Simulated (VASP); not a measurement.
Write an ASE script for VASP 6.6.1 that does the following.

```yaml
Task: band structure
Functional: BLYP
Potentials_or_basis: VASP PAW PBE potentials, release 64 (Tm_3), 4f in core
Cutoff: 520 eV
k_mesh: 10 × 5 × 10
Occupations: methfessel-paxton, width 0.2 eV
Spin: collinear spin, ferrimagnetic start
Starting_moments: "[2.0, -1.0] μB"
Fixed_moment: 1 μB
Supercell_matrix: "[1, 1, 0, -1, 1, 0, 0, 0, 1]"
Further_INCAR_settings: ALGO = Normal; EDIFF = 1.00e-06; NBANDS = 20; ISYM = 0
```

Crystal: Tm.

```xyz
2
Lattice="0.0000 0.0000 3.9411 3.9411 -3.9411 0.0000 1.9705 1.9705 -1.9705" Properties=species:S:1:pos:R:3 pbc="T T T"
Tm    0.0000    0.0000    0.0000
Tm    1.9705   -1.9705    1.9705
```

This isn't the form of Tm at room conditions, which is hcp.

These files were run (other wordings do the same):

run.py

```python
from ase import Atoms
from ase.calculators.vasp import Vasp
from ase.dft.bandgap import bandgap

atoms = Atoms(
    ['Tm', 'Tm'],
    cell=[[0.0, 0.0, 3.9410998946], [3.9410998946, -3.9410998946, 0.0], [1.9705499473, 1.9705499473, -1.9705499473]],
    scaled_positions=[[0.0, 0.0, 0.0], [0.5, 0.5, 0.0]],
    pbc=True,
)
atoms.set_initial_magnetic_moments([2.0, -1.0])
calc = Vasp(
    directory='calc',
    xc='blyp',
    pp='PBE',
    setups='recommended',
    prec='Accurate',
    encut=520,
    ediff=1e-06,
    ismear=1,
    sigma=0.2,
    lreal=False,
    lasph=True,
    nelm=100,
    algo='Normal',
    isif=2,
    lwave=False,
    lcharg=True,
    ispin=2,
    lorbit=11,
    nupdown=1,
    lmaxmix=6,
    kpts=[10, 5, 10],
    gamma=True,
    nbands=20,
)
atoms.calc = calc

print('energy (eV):', atoms.get_potential_energy())
print('free energy (eV):', atoms.get_potential_energy(force_consistent=True))
efermi = calc.get_fermi_level()
print('Fermi level (eV):', efermi)
path = atoms.cell.bandpath(npoints=60, eps=1e-4)
print('path:', path.path)
calc.set(kpts=path.kpts, reciprocal=True, icharg=11, isym=0, lcharg=False)
calc.calculate(atoms)
print('gap on the path (eV):', bandgap(calc, efermi=efermi)[0])
print('direct gap on the path (eV):', bandgap(calc, efermi=efermi, direct=True)[0])
```

Potentials or basis: VASP PAW PBE potentials, release 64 (Tm_3), 4f in core.

Command:

```console
$ python run.py
```

It gave:

The net moment is 1.00 μB per cell.

Caveat: the log is that of the step along the path at fixed density, whose energy, stress, charges and moments have no meaning; the magnetic or orbital state may not be the lowest; spin-orbit coupling is left out, which moves the levels of the heavy elements; the 4f electrons are frozen in the core as for a trivalent ion, so they carry no moment and show no levels; the total moment is fixed, so each spin has its own Fermi level.

It took 3 min on 1 thread of AMD EPYC 9R45 (Zen 5) (shared host), peak memory 0.23 GiB.
